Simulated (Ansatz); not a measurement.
# GaN: the cost of one run

Method: DFT PBE, scalar-relativistic, plane waves, PAW, in Ansatz 0.2.0.

The COD entry's cell or inner coordinates are ideal or old and differ from later refinements, so a difference from it is no clean test against experiment.

1 further run of the same task is left out (set aside as unsound or not needed). Runs told in other sessions of the task aren't counted.

## Step 1: The starting structure

It takes space group P6_3mc (No. 186, hexagonal). The conventional cell has a = 3.218 Å, b = 3.218 Å, c = 5.243 Å, α = 90.00°, β = 90.00°, γ = 120.00°. Ga (site symmetry 3m) is surrounded by 4 N at 1.97 to 1.98 Å. N (site symmetry 3m) is surrounded by 4 Ga at 1.97 to 1.98 Å.

Coordinates:

```cif
data_structure
_symmetry_space_group_name_H-M 'P6_3mc'
_symmetry_Int_Tables_number 186
_cell_length_a 3.2184
_cell_length_b 3.2184
_cell_length_c 5.2430
_cell_angle_alpha 90.000
_cell_angle_beta 90.000
_cell_angle_gamma 120.000
_cell_volume 47.03
loop_
_atom_site_label
_atom_site_type_symbol
_atom_site_symmetry_multiplicity
_atom_site_Wyckoff_symbol
_atom_site_fract_x
_atom_site_fract_y
_atom_site_fract_z
_atom_site_occupancy
Ga1 Ga 2 b 0.33333 0.66667 0.99913 1
N1 N 2 b 0.33333 0.66667 0.37587 1
```

This cell was relaxed beforehand with the same method: volume 11.76 Å³/atom, gap on the mesh 1.71 eV.

## Step 2: The reference cell

Reference values: F = -8335.8376 eV; pressure 0.00 GPa; largest force 0.000 eV/Å; gap on the mesh 1.71 eV. It was computed beforehand with the settings of the runs below.

## Step 3: Harmonic modes of this cell

input.yaml reads:

```yaml
crystal:
  lattice:
    - [3.2184289119, 0.0, 0.0]
    - [-1.609214456, 2.7872411979, 0.0]
    - [0.0, 0.0, 5.2430304311]
  atoms:
    - { symbol: Ga, position: [0.3333333333, 0.6666666667, 0.9991316867] }
    - { symbol: Ga, position: [0.6666666667, 0.3333333333, 0.4991316867] }
    - { symbol: "N", position: [0.3333333333, 0.6666666667, 0.3758683133] }
    - { symbol: "N", position: [0.6666666667, 0.3333333333, 0.8758683133] }
basis:
  ecutwfc: 420
kpoints:
  mp_grid: { grid: [12, 12, 6] }
hamiltonian:
  xc: pbe
scf:
  occupations: { method: gaussian, width: 0.05 }
output:
  eigenvalues: true
phonons:
  method: fd
  supercell: [1, 1, 1]
  amplitude: 0.02
  eigenvectors: true
  dielectric: false
```

On the command line:

```
> ansatz run input.yaml --threads 2 --pin off --max-ram 5120MiB --backend cpu --events-out ev --progress --plain --runs-dir out
```

Q: Estimate wall time and peak memory on 2 threads of AMD EPYC 9R45 (Zen 5), shared host.

About 17 s, with a peak of 0.63 GiB.
